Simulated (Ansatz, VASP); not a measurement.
Cd in VASP and in Ansatz

```xyz
1
Lattice="-1.7843 1.7843 1.7843 1.7843 -1.7843 1.7843 1.7843 1.7843 -1.7843" Properties=species:S:1:pos:R:3 pbc="T T T"
Cd    0.0000    0.0000    0.0000
```

This isn't the form of Cd at room conditions, which is hcp.

Alike in both runs: task single point; functional PBEsol; k mesh 20 × 20 × 20; occupations gaussian, width 0.15 eV; no spin polarisation.

|  | VASP | Ansatz |
| --- | --- | --- |
| version | VASP 6.6.1 | Ansatz 0.2.0 |
| potentials or method | VASP PAW PBE potentials, release 64 (Cd) | scalar-relativistic, plane waves, PAW |
| plane-wave cutoff (eV) | 520 | 420 |
| valence electrons in the cell | 12 | 20 |

|  | VASP | Ansatz | Ansatz less VASP |
| --- | --- | --- | --- |
| gap on the k mesh at the Fermi level (eV) | none | none | - |
| pressure (GPa) | -2.5 | -2.8 | -0.23 |

A gap of «none» marks a metal or a gap that the smearing closes. With one functional, cell and mesh, what is left measures potentials, basis and numerics. The two sets of potentials don't hold the same shells in valence.

Caveats: the PAW data sets were made with another functional, which shifts forces and pressure a little (VASP).
